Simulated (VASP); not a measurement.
Wanted: the native input for a VASP 6.6.1 run.

- Task: single point
- Functional: PBE
- Potentials or basis: VASP PAW PBE potentials, release 64 (Be)
- Cutoff: 520 eV
- k mesh: 10 × 10 × 10
- Occupations: fermi-dirac, width 0.1 eV
- Spin: no spin polarisation
- Dipole correction: no
- Further INCAR settings: ALGO = Normal; EDIFF = 1e-07; NBANDS = 7

The structure of Be lies in POSCAR:

```
Be
1.0
   -1.2694070000      1.2694070000      1.2694070000
    1.2694070000     -1.2694070000      1.2694070000
    1.2694070000      1.2694070000     -1.2694070000
Be
1
Direct
    0.0000000000      0.0000000000      0.0000000000
```

The cell was built by a generator and needn't be a form met in nature.

These files were run (other wordings do the same):

INCAR

```
PREC     = Accurate       # precision mode
ENCUT    = 520            # plane-wave cutoff, eV
EDIFF    = 1E-7           # SCF threshold, eV
ISMEAR   = -1             # smearing method
SIGMA    = 0.1            # smearing width, eV
LREAL    = False          # projectors in reciprocal space
LASPH    = True           # aspherical terms in the spheres
NELM     = 60             # most SCF steps
ALGO     = Normal         # electronic algorithm
ISIF     = 2              # what is computed and relaxed
LWAVE    = False          # write WAVECAR
LCHARG   = True           # write CHGCAR
GGA      = PE             # functional
LELF     = True           # ELF
LVHAR    = True         
NBANDS   = 7              # bands
```

KPOINTS

```
Automatic mesh
0
Gamma
  10 10 10
```

Potentials or basis: VASP PAW PBE potentials, release 64 (Be).

Launch:

```sh
$ cat potpaw_PBE.64/Be/POTCAR > POTCAR
$ mpirun -np 1 vasp_std > vasp.out
```

It gave:

```json
{
  "Pressure": "-4.9 GPa",
  "Band gap on the k mesh": "none (metal or under the smearing width)"
}
```

Run time: 1.7 s on 1 thread of Intel(R) Xeon(R) Platinum 8259CL CPU @ 2.50GHz (Skylake/Cascade Lake) (shared host), peak memory 0.11 GiB.
